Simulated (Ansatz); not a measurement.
# Te, omega (AlB2-type): how the functional moves the structure

All rows: Ansatz, plane waves with scalar-relativistic PAW, 420 eV (500 eV for the SCAN forms), relaxed under each functional, no dispersion correction, no zero-point motion. B₀ comes from uniform scaling at fixed shape; a dash is a value not given.

```json
{"functional": "PBE", "V (Å³/atom)": "29.06", "cell": "a = 5.545 Å, c = 3.274 Å (c/a = 0.590)", "B₀ (GPa)": "53", "magnetic state": "spin not included", "ΔE to trigonal tellurium (meV/atom)": "344"}
{"functional": "r²SCAN", "V (Å³/atom)": "29.70", "cell": "a = 5.771 Å, c = 3.089 Å (c/a = 0.535)", "B₀ (GPa)": "54", "magnetic state": "spin not included", "ΔE to trigonal tellurium (meV/atom)": "428"}
{"functional": "PBEsol", "V (Å³/atom)": "27.48", "cell": "a = 5.420 Å, c = 3.240 Å (c/a = 0.598)", "B₀ (GPa)": "64", "magnetic state": "spin not included", "ΔE to trigonal tellurium (meV/atom)": "271"}
{"functional": "LDA", "V (Å³/atom)": "27.06", "cell": "a = 5.392 Å, c = 3.224 Å (c/a = 0.598)", "B₀ (GPa)": "66", "magnetic state": "spin not included", "ΔE to trigonal tellurium (meV/atom)": "271"}
{"functional": "RPBE", "V (Å³/atom)": "29.85", "cell": "a = 5.605 Å, c = 3.291 Å (c/a = 0.587)", "B₀ (GPa)": "48", "magnetic state": "spin not included", "ΔE to trigonal tellurium (meV/atom)": "425"}
{"functional": "BLYP", "V (Å³/atom)": "33.32", "cell": "a = 6.016 Å, c = 3.189 Å (c/a = 0.530)", "B₀ (GPa)": "-", "magnetic state": "spin not included", "ΔE to trigonal tellurium (meV/atom)": "515"}
```

Problem. What does revPBE give?

Solution. V (Å³/atom): 29.60; cell: a = 5.587 Å, c = 3.285 Å (c/a = 0.588); B₀ (GPa): 49; magnetic state: spin not included; ΔE to trigonal tellurium (meV/atom): 383.
